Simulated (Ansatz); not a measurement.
Bulk crystal (SnO) after relaxation:

```xyz
4
Lattice="3.8682 0.0000 0.0000 0.0000 3.8682 0.0000 0.0000 0.0000 5.0673" Properties=species:S:1:pos:R:3 pbc="T T T"
Sn    0.0000    1.9341    1.1591
Sn    1.9341    0.0000    3.9082
O     0.0000    0.0000    0.0000
O     1.9341    1.9341    0.0000
```

Miller indices refer to the conventional cell of P4/nmm (No. 129), a = 3.868 Å, b = 3.868 Å, c = 5.067 Å, α = 90.00°, β = 90.00°, γ = 90.00°. The bulk's gap is 0.49 eV.

The (001) slab of 8 planes, 12.9 Å thick with 15 Å of vacuum as cut; outer planes Sn (top) and Sn (bottom).

All numbers below come from DFT PBE, scalar-relativistic, plane waves, PAW (Ansatz 0.2.0). Settings: cutoff 420 eV, Γ-centred mesh 9×9×1 on the computed 10-atom cell, Gaussian smearing of 0.05 eV; no spin polarisation. A dipole correction removes the field between periodic images along c.

The slab isn't stoichiometric (Sn3O2), so its surface energy depends on the chemical potentials; it is given with the excess atoms taken from the element's standard state, a limit at which the compound may itself be unstable, so the figure can be too low. This cut of an insulator is polar or leaves open shells, so the slab is metallic here; real surfaces compensate by reconstruction or adsorbates.

Results for the relaxed slab:

```json
{"Surface energy with the excess atoms taken from the elements": "1.45 J/m²", "Gap of the slab on the mesh": "none (metal or semimetal)", "Work function": "4.40 eV"}
```

Relaxation lowers the energy by 0.173 J/m² a face; the largest move is 0.574 Å.

```tsv
plane (bottom to top)	atoms	spacing to next, bulk (Å)	relaxed (Å)	change (%)
1	Sn	2.749	2.154	-21.6
2	Sn	1.159	1.197	+3.3
3	O2	1.159	1.159	0.0
4	Sn	2.749	2.716	-1.2
5	Sn	1.159	1.159	0.0
6	O2	1.159	1.197	+3.3
7	Sn	2.749	2.154	-21.6
8	Sn
```

Gaps are read on the k points sampled, so a band crossing between them can be missed.